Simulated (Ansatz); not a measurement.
## ScAl: what the smearing entropy tells about the Fermi level

Method: DFT PBEsol, scalar-relativistic, plane waves, PAW (Ansatz).

```
Sc Al
1.0
     3.37035    0.00000    0.00000
     0.00000    3.37035    0.00000
     0.00000    0.00000    3.37035
Sc Al
1 1
Cartesian
  1.6852 1.6852 1.6852
  0.0000 0.0000 0.0000
```

```
plane-wave cutoff : 420 eV
Γ-centred k-mesh  : 12×12×12
spin treatment    : unpolarised
```

The same metal under several smearings of width σ, on one mesh. F is the free energy, TS the smearing's entropy term for the cell of 2 atoms, and E = F + TS. Gaussian occupations are ½ erfc[(ε − μ)/σ], and N counts both spins.

```tsv
rule	σ (eV)	F − F(narrowest) (meV/atom)	TS (meV/cell)
Fermi–Dirac	0.1	-7.025	30.577
Gaussian	0.02	0.000	0.180
Gaussian	0.05	-0.221	0.987
Gaussian	0.1	-0.928	3.879
Gaussian	0.2	-4.059	17.121
```

Q: For a density of states N (both spins) that is flat over the smeared range, TS = Nσ²/2 (Gaussian) and (π²/3)Nσ² (Fermi–Dirac). What N does each run give?

A:
| rule | σ (eV) | N (states/eV a cell) |
| --- | --- | --- |
| Fermi–Dirac | 0.1 | 0.93 |
| Gaussian | 0.02 | 0.90 |
| Gaussian | 0.05 | 0.79 |
| Gaussian | 0.1 | 0.78 |
| Gaussian | 0.2 | 0.86 |

Equal entropy needs σ_Gauss = π√(2/3) σ_FD = 2.57 σ_FD, so a Fermi–Dirac width acts like a Gaussian one 2.57 times as large. At moderate widths N lies between 0.78 and 0.93. The drift shows structure in the density of states within the smeared window (a rise with width points to a dip at the Fermi level, a fall to a peak or a steep flank), or a mesh too coarse for the narrower widths. At the narrowest widths only the few mesh levels within σ of μ count, so N can scatter there.

Q: To second order F = E0 − TS/2 and E = E0 + TS/2. How well does E0 = (E + F)/2 undo the smearing?

A:
```csv
rule,σ (eV),F − E0(narrowest) (meV/atom),(E + F)/2 − E0(narrowest) (meV/atom)
Fermi–Dirac,0.1,-7.07,0.57
Gaussian,0.02,-0.04,0.00
Gaussian,0.05,-0.27,-0.02
Gaussian,0.1,-0.97,0.00
Gaussian,0.2,-4.10,0.18
```

At Fermi–Dirac 0.1 eV the free energy is off by -7.07 meV/atom and the mean by 0.57. What remains is of order σ⁴ plus the mesh error of the narrowest run, which is no exact reference. Forces and stress are derivatives of F, not of E0, so they keep the σ² error.

8 further runs of this set aren't shown, and 1 didn't finish or converge.

Ordered by effective width, the density of states inferred from the entropy rises from 0.78 states/eV a cell at Gaussian 0.1 eV to 0.86 at 0.2 eV and 0.93 for the Fermi–Dirac run. This suggests a shallow dip around the Fermi level. The narrowest run, at 0.90, breaks the pattern, probably because so few levels contribute there. The positive residuals of the mean energy at the two largest effective widths fit the same picture, since a density of states that curves upward gives a fourth-order term of that sign.

A likely origin is hybridisation between Sc 3d and Al 3p states, which moves weight into bonding states below the Fermi level and antibonding states above it. With scandium's few valence electrons, most of the d band stays empty, so a modest value is plausible. The dip is only a partial depletion, and the compound remains metallic at this geometry. Entropy alone can't separate the Sc and Al contributions, so the orbital assignment would need a projected density of states.
